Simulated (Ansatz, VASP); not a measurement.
H: VASP beside Ansatz

```
CELL_PARAMETERS angstrom
-1.69153 1.69153 2.05847
1.69153 -1.69153 2.05847
1.69153 1.69153 -2.05847
ATOMIC_POSITIONS crystal
H 0.08199 0.09122 0.99944
H 0.91475 0.93528 0.03530
```

Change from the starting cell: atoms moved at random, drawn with an rms of 0.05 Å.

Alike in both runs: task single point; functional PBE; k mesh 11 × 11 × 11; occupations fermi-dirac, width 0.05 eV; no spin polarisation.

|  | VASP | Ansatz |
| --- | --- | --- |
| version | VASP 6.6.1 | Ansatz 0.2.0 |
| potentials or method | VASP PAW PBE potentials, release 64 (H) | Ansatz PAW |
| plane-wave cutoff (eV) | 520 | 420 |
| valence electrons in the cell | 2 | 2 |

Ansatz gave:

| Property | Result |
| --- | --- |
| gap on the k mesh at the Fermi level (eV) | 8.82 |
| least direct gap on the mesh (eV) | 9.57 |
| pressure (GPa) | 0.7 |
| largest component of the traceless stress (GPa) | 0.67 |
| rms of the force components (eV/Å) | 0.111 |

Question: Estimate VASP's values.

Answer: gap on the k mesh at the Fermi level (eV): 8.82; least direct gap on the mesh (eV): 9.57; pressure (GPa): 0.5; largest component of the traceless stress (GPa): 0.59; rms of the force components (eV/Å): 0.104.

Atom by atom the forces differ by 0.007 eV/Å (rms over components).

Caveats: an odd mesh through Γ misses points on the zone boundary, where band edges often lie (VASP); odd divisions of the mesh miss points on the zone boundary, where band edges often lie, so the gap on the mesh can be too wide (Ansatz).
